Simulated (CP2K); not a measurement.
AlN:

```
Al N
1.0
     3.08863    0.00000    0.00000
     1.54432    2.67483    0.00000
     1.54432    0.89161    2.52186
Al N
1 1
Direct
  0.00000 0.00000 0.00000
  0.25000 0.25000 0.25000
```

Measurements of this composition are mostly on another form, of space group No. 186.

Base run:

| Property | Result |
| --- | --- |
| Program | CP2K 2026.2 |
| Functional | vdW-DF-cx |
| Potentials or basis | POTENTIAL_UZH Al GTH-PBE-q3, N GTH-PBE-q5; TZVP-MOLOPT-PBE-GTH basis |
| Density cutoff | 9184 eV |
| k mesh | 10 × 10 × 10 |
| Occupations | fermi-dirac, width 0.05 eV |
| Spin | no spin polarisation |

Its results: band gap on the k mesh 3.31 eV, indirect (least direct gap 4.22 eV); pressure 2.8 GPa.

**Question.** The run is repeated on the same cell with these changes: functional from vdW-DF-cx to LDA. What comes out?

**Answer.** Band gap on the k mesh 3.16 eV, indirect (least direct gap 4.12 eV); pressure 3.5 GPa.

Caveats: the potentials were made for another functional, which shifts forces and pressure; the basis of atomic orbitals isn't converged, which shifts pressures, moduli and gaps.
